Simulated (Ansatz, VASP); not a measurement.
Given: the input of a run of Ansatz 0.2.0 on TePb.

File input.yaml:

```yaml
crystal:
  lattice:
    - [0.0, 3.2735180337, 3.2735180337]
    - [3.2735180337, 0.0, 3.2735180337]
    - [3.2735180337, 3.2735180337, 0.0]
  atoms:
    - { symbol: Pb, position: [0.0, 0.0, 0.0] }
    - { symbol: Te, position: [0.5, 0.5, 0.5] }
hamiltonian:
  xc: rpbe
  pseudopotentials: { kind: paw }
  dispersion: d4
kpoints:
  mp_grid: { grid: [7, 7, 7] }
scf:
  occupations: { method: fermi_dirac, width: 0.05 }
output:
  forces: true
  stress: true
  eigenvalues: true
```

Potentials or basis: Ansatz PAW.

Launch:

```bash
$ ansatz run input.yaml --threads 2 --pin off --max-ram 5120MiB --backend cpu --events-out ev --progress --plain --runs-dir out
```

Set up the same calculation for VASP 6.6.1. Potentials there: VASP PAW PBE potentials, release 64 (Pb_d, Te).

As run (the cutoff follows the program's own potentials):

File INCAR:

```
ALGO = Normal
EDIFF = 1E-6
ENCUT = 520
GGA = RP
ISIF = 2
ISMEAR = -1
IVDW = 13
LASPH = T
LCHARG = T
LELF = T
LREAL = F
LVHAR = T
LWAVE = F
NBANDS = 17
NELM = 60
PREC = Accurate
SIGMA = 0.05
```

File KPOINTS:

```
k-points
0
Gamma
  7 7 7
```

Contents of POSCAR:

```
TePb
1.0
    0.0000000000      3.2735180337      3.2735180337
    3.2735180337      0.0000000000      3.2735180337
    3.2735180337      3.2735180337      0.0000000000
Pb Te
1 1
Direct
    0.0000000000      0.0000000000      0.0000000000
    0.5000000000      0.5000000000      0.5000000000
```

Potentials or basis: VASP PAW PBE potentials, release 64 (Pb_d, Te).

Launch:

```console
$ cat potpaw_PBE.64/Pb_d/POTCAR potpaw_PBE.64/Te/POTCAR > POTCAR
$ mpirun -np 1 vasp_std > vasp.out
```

Both were run:

|  | VASP | Ansatz | Ansatz less VASP |
| --- | --- | --- | --- |
| gap on the k mesh at the Fermi level (eV) | 1.12 | 1.12 | -0.003 |
| least direct gap on the mesh (eV) | 1.12 | 1.12 | -0.003 |
| pressure (GPa) | -0.8 | -0.7 | +0.07 |
| dispersion energy (meV/atom) | -740.1 | -740.3 | -0.20 |

The two sets of potentials don't hold the same shells in valence.

Caveats: the PAW data sets were made with another functional, which shifts forces and pressure a little (VASP); the PAW data sets come from PBE, with cores solved anew for the run's functional, which leaves a small shift of forces and pressure (Ansatz). The runs have no spin-orbit coupling, so splittings on Pb, Te are missing.
